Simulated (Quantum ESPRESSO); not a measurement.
The system is Si2W.

```
CELL_PARAMETERS angstrom
-1.60690 1.60690 3.91495
1.60690 -1.60690 3.91495
1.60690 1.60690 -3.91495
ATOMIC_POSITIONS crystal
W 0.00000 0.00000 0.00000
Si 0.66530 0.66530 0.00000
Si 0.33470 0.33470 0.00000
```

* Program: Quantum ESPRESSO 7.5
* Task: phonons
* Functional: LDA
* Potentials or basis: JTH 2.0 LDA
* Cutoff: 490 eV
* Density cutoff: 2939 eV
* k mesh: 10 × 10 × 10
* Occupations: cold, width 0.272 eV
* Spin: no spin polarisation
* Form of the LDA correlation: PW92
* Mixing beta: 0.5
* Most SCF iterations: 120
* SCF threshold: 6e-10 Ry

The cell and the atoms were relaxed first, to 13.14 Å³/atom (a = 4.492 Å, b = 4.492 Å, c = 4.492 Å, α = 138.47°, β = 138.47°, γ = 60.18°), and the response was taken there.

Question: Where do the zone-centre optical modes lie?

Answer: Eu at 264 cm⁻¹ (IR); A2u at 307 cm⁻¹ (IR); Eg at 341 cm⁻¹ (Raman); A1g at 448 cm⁻¹ (Raman).

Optical modes at Γ, degenerate ones joined:
```csv
cm⁻¹,components,symmetry,active in
264,2,Eu,IR
307,1,A2u,IR
341,2,Eg,Raman
448,1,A1g,Raman
```

Caveat: the cutoff is low for these files, which shifts pressure and relaxed volume.
